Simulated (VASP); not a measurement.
# Cr: intraband terms of a metal's spectrum

Cr, Im-3m (no. 229), 1 atom in the cell. PBE, independent-particle dielectric function; PAW potentials Cr_pv (PBE set).

## Input

INCAR.step1:
```
PREC     = Accurate       # precision mode
ENCUT    = 310            # plane-wave cutoff, eV
ISMEAR   = 1              # smearing method
SIGMA    = 0.1            # smearing width, eV
EDIFF    = 1E-7           # SCF threshold, eV
LASPH    = True           # aspherical terms in the spheres
KPAR     = 4            
LWAVE    = False          # write WAVECAR
LCHARG   = True           # write CHGCAR
ISPIN    = 2              # spin polarisation
MAGMOM   = 3              # initial moments
LMAXMIX  = 4              # l up to which the mixer works
```

INCAR.step2:
```
PREC     = Accurate       # precision mode
ENCUT    = 310            # plane-wave cutoff, eV
ISMEAR   = 0              # smearing method
SIGMA    = 0.3            # smearing width, eV
EDIFF    = 1E-6           # SCF threshold, eV
LASPH    = True           # aspherical terms in the spheres
KPAR     = 4            
LWAVE    = True           # write WAVECAR
LCHARG   = False          # write CHGCAR
ISPIN    = 2              # spin polarisation
MAGMOM   = 3              # initial moments
LMAXMIX  = 4              # l up to which the mixer works
ICHARG   = 11             # starting density
NBANDS   = 20             # bands
NEDOS    = 3000           # points of the DOS
OMEGAMAX = 30           
CSHIFT   = 0.1           
```

INCAR.step3, as INCAR.step2 but for:
```
- LWAVE = True
+ LWAVE = False
+ LOPTICS = True
+ ALGO = None
+ NELM = 1
+ ISTART = 1
```

INCAR.step4, as INCAR.step3 but for:
```
+ WPLASMAI = 0.03
```

INCAR.step5 to INCAR.step6 change the same tag again: WPLASMAI = 0.1, 0.3.

INCAR.step7, as INCAR.step6 but for:
```
- WPLASMAI = 0.3
+ RTIME = 1
```

INCAR.step8, as INCAR.step7 but for:
```
- RTIME = 1
+ RTIME = 5
```

INCAR.step9, as INCAR.step8 but for:
```
- RTIME = 5
+ LNABLA = True
```

INCAR.step10, as INCAR.step9 but for:
```
- ISMEAR = 0
- LNABLA = True
+ ISMEAR = -5
```

KPOINTS.step1:
```
k-points
0
Gamma
  12 12 12
```

KPOINTS.step2:
```
k-points
0
Gamma
  19 19 19
```

POSCAR:
```
Cr
1.0
   -1.4844496776      1.4844496776      1.4844496776
    1.4844496776     -1.4844496776      1.4844496776
    1.4844496776      1.4844496776     -1.4844496776
Cr
1
Direct
    0.0000000000      0.0000000000      0.0000000000
```

Commands (each step's output is kept before the next begins):
```
cat potpaw_PBE.64/Cr_pv/POTCAR > POTCAR
cp INCAR.step1 INCAR
cp KPOINTS.step1 KPOINTS
mpirun -np 4 vasp_std > vasp.out
cp INCAR.step2 INCAR
cp KPOINTS.step2 KPOINTS
mpirun -np 4 vasp_std > vasp.out
cp INCAR.step3 INCAR
mpirun -np 4 vasp_std > vasp.out
cp INCAR.step4 INCAR
mpirun -np 4 vasp_std > vasp.out
cp INCAR.step5 INCAR
mpirun -np 4 vasp_std > vasp.out
cp INCAR.step6 INCAR
mpirun -np 4 vasp_std > vasp.out
cp INCAR.step7 INCAR
mpirun -np 4 vasp_std > vasp.out
cp INCAR.step8 INCAR
mpirun -np 4 vasp_std > vasp.out
cp INCAR.step9 INCAR
mpirun -np 4 vasp_std > vasp.out
cp INCAR.step10 INCAR
mpirun -np 4 vasp_std > vasp.out
```

## Result

- Bands: 20

One ground state, settings moved in the last step alone:

| Settings | Plasma frequency (eV) | Im ε at 0.5 eV | Im ε at 1 eV | Im ε at 2 eV | Im ε at 4 eV | Time (s) |
|---|---|---|---|---|---|---|
| interband part alone | 6.29 | 26.2 | 40.2 | 40.7 | 10.4 | 7 |
| Drude term, WPLASMAI 0.03 | 6.29 | 35.6 | 41.4 | 40.8 | 10.4 | 7 |
| Drude term, WPLASMAI 0.1 | 6.29 | 56.6 | 44.1 | 41.1 | 10.4 | 7 |
| Drude term, WPLASMAI 0.3 | 6.29 | 96.0 | 51.1 | 42.1 | 10.6 | 7 |
| relaxation time RTIME 1 fs | 6.29 | 102.4 | 58.4 | 43.6 | 10.8 | 7 |
| relaxation time RTIME 5 fs | 6.29 | 65.1 | 45.3 | 41.3 | 10.5 | 7 |
| transversal form (LNABLA) | 4.82 | 17.1 | 25.9 | 25.6 | 7.1 | 7 |
| tetrahedron method | – | – | – | – | – | no result |

VASP 6.6.1 took 63 s on 4 cores (AMD EPYC 7R13 (Zen 3)), a shared host.
